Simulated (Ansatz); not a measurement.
zincblende-structured PbS, explained

The computed numbers are results of r²SCAN, scalar-relativistic (no spin polarisation) in the plane-wave PAW code Ansatz at 500 eV, 6×6×6 k-mesh, Gaussian smearing of 0.05 eV. The datasets are Ansatz's generated set soft_2.

This is a trial structure; measured cells of the compound in the Crystallography Open Database are in space groups C2/m, Fm-3m (rock salt).

The relaxed structure (symmetry read at 0.01 Å). It takes space group F-43m (No. 216, cubic). The conventional cell has a = 6.602 Å, b = 6.602 Å, c = 6.602 Å, α = 90.00°, β = 90.00°, γ = 90.00°. Pb (site symmetry -43m) has 4 S at 2.86 Å as nearest neighbours. S (site symmetry -43m) has 4 Pb at 2.86 Å as nearest neighbours. (Shells end 15 % past the nearest neighbour.)

Results at this level of theory:

| Property | Result |
| --- | --- |
| Volume | 35.96 Å³/atom |
| Band gap | 0.95 eV (band path included; the mesh alone gives 1.07 eV) |
| Smallest direct gap | 1.44 eV |
| Bader charges | Pb 1.03; S -1.03 e |
| Formation energy from the elements (0 K, uncorrected) | -0.41 eV/atom |
| Bulk modulus (Birch–Murnaghan) | 38 GPa |
| Pressure derivative B0′ | 4.2 |
| Elastically stable | no (eigenvalue of -7.9 GPa) |

It is indirect: 0.95 eV, against 1.44 eV for the smallest direct gap. Within 0.6 eV of the edges the projected states are 76 % S 3p at the top of the valence band and 83 % Pb 6p at the bottom of the conduction band. Spin–orbit coupling, left out here, shifts 6p levels by as much as this gap and could close it. The lowest excitation takes an electron from S back to Pb, as in polar semiconductors.

Bader charges against formal ones: Pb +1.03 (+2), S −1.03 (−2). The cations give up 51 % of the formal charge; Bader charges stay under formal ones because the anions' density reaches into the cations' basins, the more so the higher the formal charge and the softer the anion.

**Question.** How stiff is it, in energy terms?

**Answer.** B0·V0 = 38.5 GPa × 35.96 Å³ = 8.64 eV/atom sets the scale: near the minimum ΔE ≈ ½ B0 V0 x², with x = V/V0 − 1, and a pressure of 0.4 GPa squeezes the volume by about 1 %. At the ends of the curve: x = −4.0 % predicts 6.9 meV/atom and the run gives 7.4; x = +7.0 % predicts 21.2 meV/atom and the run gives 18.9. The curve is steeper than the parabola on the compressed side and flatter on the expanded side: the bulk modulus rises with pressure.

Semilocal functionals underestimate band gaps, commonly by a third or more. These numbers lack spin–orbit coupling.
